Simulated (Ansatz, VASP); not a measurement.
**Two plane-wave programs on CsI**

File INCAR:

```
PREC = Accurate
ENCUT = 520
EDIFF = 1E-6
ISMEAR = 0
SIGMA = 0.02
LREAL = False
LASPH = True
NELM = 100
ALGO = Normal
ISIF = 2
LWAVE = False
LCHARG = False
GGA = PS
NBANDS = 15
```

Contents of KPOINTS:

```
Automatic mesh
0
Gamma
  6 6 6
```

POSCAR

```
CsI
1.0
    4.6317298080      0.0000000000      0.0000000000
    0.0000000000      4.6317298080      0.0000000000
    0.0000000000      0.0000000000      4.6317298080
Cs I
1 1
Direct
    0.0000000000      0.0000000000      0.0000000000
    0.5000000000      0.5000000000      0.5000000000
```

Input for Ansatz:

```yaml
crystal:
  lattice:
    - [4.631729808, 0.0, 0.0]
    - [0.0, 4.631729808, 0.0]
    - [0.0, 0.0, 4.631729808]
  atoms:
    - { symbol: Cs, position: [0.0, 0.0, 0.0] }
    - { symbol: I, position: [0.5, 0.5, 0.5] }
basis:
  ecutwfc: 420
kpoints:
  mp_grid: { grid: [6, 6, 6] }
hamiltonian:
  xc: pbesol
scf:
  occupations: { method: gaussian, width: 0.02 }
output:
  forces: true
  stress: true
  eigenvalues: true
```

Alike in both runs: task single point; functional PBEsol; k mesh 6 × 6 × 6; occupations gaussian, width 0.02 eV; no spin polarisation.

|  | VASP | Ansatz |
| --- | --- | --- |
| version | VASP 6.6.1 | Ansatz 0.2.0 |
| potentials or method | VASP PAW PBE potentials, release 64 (Cs_sv, I) | scalar-relativistic, plane waves, PAW |
| plane-wave cutoff (eV) | 520 | 420 |
| valence electrons in the cell | 16 | 26 |

Ansatz gave:

- gap on the k mesh at the Fermi level (eV): 3.59
- least direct gap on the mesh (eV): 3.68
- pressure (GPa): -0.8

Task: Which values does VASP return?

Result: gap on the k mesh at the Fermi level (eV): 3.58; least direct gap on the mesh (eV): 3.67; pressure (GPa): -0.8.

The two sets of potentials don't hold the same shells in valence.

Caveats: the PAW data sets were made with another functional, which shifts forces and pressure a little (VASP); spin-orbit coupling is left out, which moves the levels of the heavy elements. A k mesh can miss the band edges.
